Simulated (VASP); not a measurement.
# MnO2 (P-3m1) in VASP: further runs

Runs on MnO2. Level: r2SCAN. Tasks: single point.

Program: VASP 6.6.1. These are calculated values, not measurements. Logs are shortened: lines on timing, memory, paths and dates and some standing lists are left out, and cuts for length are marked.

## (1) The structure

Symmetry: P-3m1, No. 164, trigonal system. The conventional cell has a = 2.857 Å, b = 2.857 Å, c = 4.601 Å, α = 90.00°, β = 90.00°, γ = 120.00°. Mn (site symmetry -3m) has 6 O at 1.90 Å as nearest neighbours. O (site symmetry 3m) is surrounded by 3 Mn at 1.90 Å.

Measurements of this composition are mostly on another form, of space group No. 136.

## (2) Single point, r2SCAN, collinear spin, ferromagnetic start

Contents of INCAR:

```
SYSTEM = MnO2
PREC = Accurate ; ENCUT = 460
EDIFF = 1E-6 ; ISMEAR = 0
SIGMA = 0.5 ; LREAL = .FALSE.
LASPH = .TRUE. ; NELM = 100
ALGO = Normal ; ISIF = 2
LWAVE = .FALSE. ; LCHARG = .FALSE.
ISPIN = 2 ; MAGMOM = 4 0 0
LORBIT = 11 ; LMAXMIX = 4
METAGGA = R2SCAN ; LMIXTAU = .TRUE.
ADDGRID = .FALSE.
```

Contents of KPOINTS:

```
Automatic mesh
0
G
  8 8 4
  0 0 0
```

Contents of POSCAR:

```
MnO2
1.0
    2.8565781804      0.0000000000      0.0000000000
   -1.4282890902      2.4738692722      0.0000000000
    0.0000000000      0.0000000000      4.6013740589
Mn O
1 2
Direct
    0.0000000000      0.0000000000      0.5000000000
    0.3333333333      0.6666666667      0.7062925700
    0.6666666667      0.3333333333      0.2937074300
```

Potentials or basis: VASP PAW PBE potentials, release 64 (Mn_pv, O).

Launch:

```
$ cat potpaw_PBE.64/Mn_pv/POTCAR potpaw_PBE.64/O/POTCAR > POTCAR
$ mpirun -np 1 vasp_std > vasp.out
```

OUTCAR:

```text
SYSTEM = MnO2
   PREC = Accurate
   ENCUT = 460
   EDIFF = 1E-6
   ISMEAR = 0
   LREAL = .FALSE.
   LASPH = .TRUE.
   NELM = 100
   ISIF = 2
   ISPIN = 2
   LORBIT = 11
   METAGGA = R2SCAN

 Found     35 irreducible k-points:

 Following reciprocal coordinates:
            Coordinates               Weight
  0.000000  0.000000  0.000000      1.000000
  0.125000  0.000000  0.000000      6.000000
  0.250000  0.000000  0.000000      6.000000
  0.375000  0.000000  0.000000      6.000000
  0.500000  0.000000  0.000000      3.000000
  0.125000  0.125000  0.000000      6.000000
   k-points           NKPTS =     35   k-points in BZ     NKDIM =     35   number of bands    NBANDS=     18
   number of dos      NEDOS =    301   number of ions     NIONS =      3
   total plane-waves  NPLWV =  12800
   dimension x,y,z NGX =    20 NGY =   20 NGZ =   32
   dimension x,y,z NGXF=    40 NGYF=   40 NGZF=   64
   ions per type =               1   2
   NGX,Y,Z   is equivalent  to a cutoff of  11.64, 11.64, 11.56 a.u.
   NGXF,Y,Z  is equivalent  to a cutoff of  23.28, 23.28, 23.12 a.u.
 SYSTEM =  MnO2
   PREC   = accura    normal or accurate (medium, high low for compatibility)
   ISTART =      0    job   : 0-new  1-cont  2-samecut
   ICHARG =      2    charge: 1-file 2-atom 10-const
   ISPIN  =      2    spin polarized calculation?
   LNONCOLLINEAR =      F non collinear calculations
   LSORBIT =      F    spin-orbit coupling
   LASPH  =      T    aspherical Exc in radial PAW
   ENCUT  =  460.0 eV  33.81 Ry    5.81 a.u.   5.00  5.00  8.05*2*pi/ulx,y,z
   NELM   =    100;   NELMIN=  2; NELMDL= -5     # of ELM steps
   EDIFF  = 0.1E-05   stopping-criterion for ELM
   LREAL  =      F    real-space projection
   EDIFFG = 0.1E-04   stopping-criterion for IOM
   NSW    =      0    number of steps for IOM
   IBRION =     -1    ionic relax: 0-MD 1-quasi-New 2-CG
   NFREE  =      0    steps in history (QN), initial steepest desc. (CG)
   ISIF   =      2    stress and relaxation
   ISYM   =      2    0-nonsym 1-usesym 2-fastsym
   POTIM  = 0.5000    time-step for ionic-motion
   TEBEG  =    0.0;   TEEND  =   0.0 temperature during run
   PSTRESS=    0.0 pullay stress
   NELECT =      25.0000    total number of electrons
   NUPDOWN=      -1.0000    fix difference up-down
   EMIN   =  10.00;   EMAX   =-10.00  energy-range for DOS
   EFERMI =   0.00;   METHOD = LEGACY
   ISMEAR =     0;   SIGMA  =   0.50  broadening in eV -4-tet -1-fermi 0-gaus
   EFERMI_NEDOS =   21; number of points for ismear=-14 and -15
   IALGO  =     38    algorithm
   IMIX   =      4    mixing-type and parameters
     AMIX     =   0.40;   BMIX     =  1.00
     AMIX_MAG =   1.60;   BMIX_MAG =  1.00
  volume/ion in A,a.u.               =      10.84        73.15
  Fermi-wavevector in a.u.,A,eV,Ry     =   1.499747  2.834111 30.602787  2.249241
  Thomas-Fermi vector in A             =   2.611337
   LORBIT       =     11    0 simple, 1 ext, 2 COOP (PROOUT), +10 PAW based schemes
   METAGGA = R2SCAN    functional components
   LHFCALC =     F    Hartree Fock is set to
   AEXX    =    0.0000 exact exchange contribution
   IVDW    =     0    specifies the selected vdW correction
   LEPSILON=     F    determine dielectric tensor
   LRPA    =     F    only Hartree local field effects (RPA)
 spin polarized calculation
 Gauss-broadening in eV      SIGMA  =   0.50
  energy-cutoff  :      460.00
  volume of cell :       32.52
 maximum number of plane-waves:       746
   NGX =  9   NGY =  9   NGZ = 17

 number of electron      25.0000023 magnetization       2.9995382

 Free energy of the ion-electron system (eV)
  ---------------------------------------------------
  ext. energy  EPLUGINS =         0.00000000
  ---------------------------------------------------
  free energy    TOTEN  =       -32.53983116 eV

  energy without entropy =      -32.53918890  energy(sigma->0) =      -32.53951003

 E-fermi :   3.4670     XC(G=0): -11.5615

 val. band max:        2.5375138245   @ k =   0.1250   0.0000   0.5000
 cond. band min:       4.4140304446   @ k =   0.0000   0.0000   0.5000
 fundamental gap:      1.8765166201
 Fermi energy:         3.4670153932

 spin component 1

 k-point     1 :       0.0000    0.0000    0.0000
  band No.  band energies     occupation
      1     -49.7492      1.00000
      2     -49.7228      1.00000
      3     -49.7227      1.00000
      4     -17.7252      1.00000
      5     -15.4311      1.00000
      6      -3.7645      1.00000
[... 10 lines left out ...]
     17      10.6395      0.00000
     18      14.0201      0.00000
[... 88 lines left out ...]
      2     -49.7408      1.00000
      3     -49.7372      1.00000
      4     -17.1723      1.00000
      5     -15.5996      1.00000
      6      -3.3360      1.00000
[... 10 lines left out ...]
     17      12.4813      0.00000
     18      16.0047      0.00000

 [... further k-points ...]

 spin component 2

 k-point     1 :       0.0000    0.0000    0.0000
  band No.  band energies     occupation
      1     -45.6301      1.00000
      2     -45.6300      1.00000
      3     -45.4299      1.00000
      4     -17.6642      1.00000
      5     -15.3825      1.00000
      6      -2.6217      1.00000
[... 10 lines left out ...]
     17      11.1802      0.00000
     18      14.6994      0.00000
[... 88 lines left out ...]
      2     -45.6507      1.00000
      3     -45.4151      1.00000
      4     -17.1092      1.00000
      5     -15.5417      1.00000
      6      -2.3706      1.00000
[... 10 lines left out ...]
     17      12.9194      0.00000
     18      16.7076      0.00000

 [... further k-points ...]

------------------------ aborting loop because EDIFF is reached ----------------------------------------

  FORCE on cell =-STRESS in cart. coord.  units (eV):
  Direction    XX          YY          ZZ          XY          YZ          ZX
  --------------------------------------------------------------------------------------
  -------------------------------------------------------------------------------------
  Total       -0.1580768     -0.1580768     -0.1413200      0.0000000      0.0000000     -0.0000000
  in kB       -7.7887588     -7.7887588     -6.9631192      0.0000000      0.0000000     -0.0000000
  external PRESSURE =      -7.5135456 kB  Pullay stress =       0.0000000 kB

 VOLUME and BASIS-vectors are now :
 -----------------------------------------------------------------------------
  energy-cutoff  :      460.00
  volume of cell :       32.52
      direct lattice vectors                 reciprocal lattice vectors
     2.856578180  0.000000000  0.000000000     0.350069187  0.202112539  0.000000000
    -1.428289090  2.473869272  0.000000000     0.000000000  0.404225078  0.000000000
     0.000000000  0.000000000  4.601374059     0.000000000  0.000000000  0.217326387

 POSITION                                       TOTAL-FORCE (eV/Angst)
 -----------------------------------------------------------------------------------
      0.00000      0.00000      2.30069        -0.000000      0.000000     -0.000000
     -0.00000      1.64925      3.24992        -0.000000     -0.000000      0.007024
      1.42829      0.82462      1.35146         0.000000      0.000000     -0.007024
 -----------------------------------------------------------------------------------
    total drift:                                0.000000     -0.000000      0.000000

  FREE ENERGIE OF THE ION-ELECTRON SYSTEM (eV)
  ---------------------------------------------------
  free  energy   TOTEN  =       -32.5398311617 eV

  energy  without entropy=      -32.5391888963  energy(sigma->0) =      -32.53951003

 total charge

# of ion       s       p       d       tot
------------------------------------------
    1        0.383   6.468   4.862  11.712
    2        1.594   3.448   0.000   5.043
    3        1.594   3.448   0.000   5.043
--------------------------------------------------
tot          3.571  13.364   4.862  21.798

 magnetization (x)

# of ion       s       p       d       tot
------------------------------------------
    1        0.030   0.039   2.865   2.933
    2        0.004   0.003   0.000   0.007
    3        0.004   0.003   0.000   0.007
--------------------------------------------------
tot          0.037   0.045   2.865   2.947
```

stdout:

```text
POSCAR found type information on POSCAR MnO
 POSCAR found :  2 types and       3 ions
 scaLAPACK will be used
 -----------------------------------------------------------------------------
|                                                                             |
|                                                                             |
|     You enforced a specific xc type in the INCAR file but a different       |
|     I HOPE YOU KNOW WHAT YOU ARE DOING!                                     |
|                                                                             |
 -----------------------------------------------------------------------------

 LDA part: xc-table for (None), standard interpolation
 POSCAR, INCAR and KPOINTS ok, starting setup
 FFT: planning ... GRIDC
 FFT: planning ... GRID_SOFT
 FFT: planning ... GRID
 WAVECAR not read
 entering main loop
```

Wall time 57 s (1 thread of Intel Xeon 6975P-C (Granite Rapids), shared host); peak memory 0.17 GiB.

The run converged, but some of its settings lie outside the range that counts as converged, so its numbers aren't taken as properties of the crystal.

Results:

```yaml
Free_energy: -32.5398 eV
Pressure: -0.8 GPa
Largest_force: 0.007 eV/Å
Band_gap_on_the_k_mesh: 1.88 eV, indirect (least direct gap 1.98 eV)
Net_moment: 3.00 μB per cell
Site_moments: Mn +2.93; O +0.01 μB
Valence_electrons_inside_the_program's_atomic_spheres: Mn 11.71; O 5.04
```

Caveat: the cutoff is under 1.25 times the usual one of these potentials, so pressure, stress and relaxed cells hold a basis-set (Pulay) error; the PAW data sets were made with another functional, which shifts forces and pressure a little; a cell with one magnetic atom can't hold antiferromagnetic order, which such compounds often take.

(Continued in part 2 of 2.)
